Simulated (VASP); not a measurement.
Write the native input for VASP 6.6.1 that does the following.

| Quantity | Value |
| --- | --- |
| Task | relaxation of cell and atoms |
| Functional | PBEsol |
| Potentials or basis | VASP PAW PBE potentials, release 64 (Ga_d, O) |
| Cutoff | 600 eV |
| k mesh | 10 × 10 × 6 |
| Occupations | gaussian, width 0.03 eV |
| Spin | no spin polarisation |
| Further INCAR settings | ALGO = Normal; EDIFF = 1e-07; IBRION = 2; EDIFFG = -0.005; NSW = 90; ISIF = 3 |

The structure of Ga2O3 lies in POSCAR:

```
Ga2O3                                   
1.0
    6.1404380541     -1.5243098874      0.0091963595
    6.1404380541      1.5243098874      0.0091963595
   -1.3851057330      0.0000000000      5.6428283048
  Ga              O             
     4     6
Direct
     0.0904753733943620    0.0904753733943620    0.7951368457690209
     0.9095246266056379    0.9095246266056379    0.2048631542309792
     0.6586371581062800    0.6586371581062800    0.3142692735989930
     0.3413628418937199    0.3413628418937199    0.6857307264010070
     0.1651575752245650    0.1651575752245650    0.1093266426002332
     0.8348424247754350    0.8348424247754350    0.8906733573997668
     0.1732591666585655    0.1732591666585655    0.5628196194318570
     0.8267408333414346    0.8267408333414346    0.4371803805681429
     0.4962214747277488    0.4962214747277488    0.2560865962780763
     0.5037785252722513    0.5037785252722513    0.7439134037219237
```

These files were run (other wordings do the same):

INCAR

```
SYSTEM = Ga2O3
ALGO = Normal
EDIFF = 1E-7
EDIFFG = -0.005
ENCUT = 600
GGA = PS
IBRION = 2
ISIF = 3
ISMEAR = 0
KPAR = 4
LASPH = .True.
LCHARG = .False.
LREAL = .False.
LWAVE = .False.
NELM = 80
NSW = 90
PREC = Accurate
SIGMA = 0.03
```

KPOINTS

```
k-points
0
Gamma
  10 10 6
  0 0 0
```

Potentials or basis: VASP PAW PBE potentials, release 64 (Ga_d, O).

Launch:

```sh
$ cat potpaw_PBE.64/Ga_d/POTCAR potpaw_PBE.64/O/POTCAR > POTCAR
$ mpirun -np 4 vasp_std > vasp.out
```

Results of the run:

```yaml
Relaxed_volume: 10.56 Å³/atom
Relaxed_cell: a = 6.324 Å, b = 6.324 Å, c = 5.812 Å, α = 103.31°, β = 103.31°, γ = 27.90°
Space_group_after_relaxing_to_0.05_Å: C2/m (No. 12)
Energy_gained_by_relaxing: 0.0 meV/atom
Ionic_steps: 7
Pressure_after_relaxing: 0.0 GPa
Largest_force_after_relaxing: 0.003 eV/Å
Band_gap_on_the_k_mesh: 2.22 eV, indirect (least direct gap 2.24 eV)
```

Caveat: the PAW data sets were made with another functional, which shifts forces and pressure a little.

It took 40 min on 4 MPI ranks on Intel(R) Xeon(R) Platinum 8259CL CPU @ 2.50GHz (Skylake/Cascade Lake) (shared host), peak memory 0.99 GiB a rank.
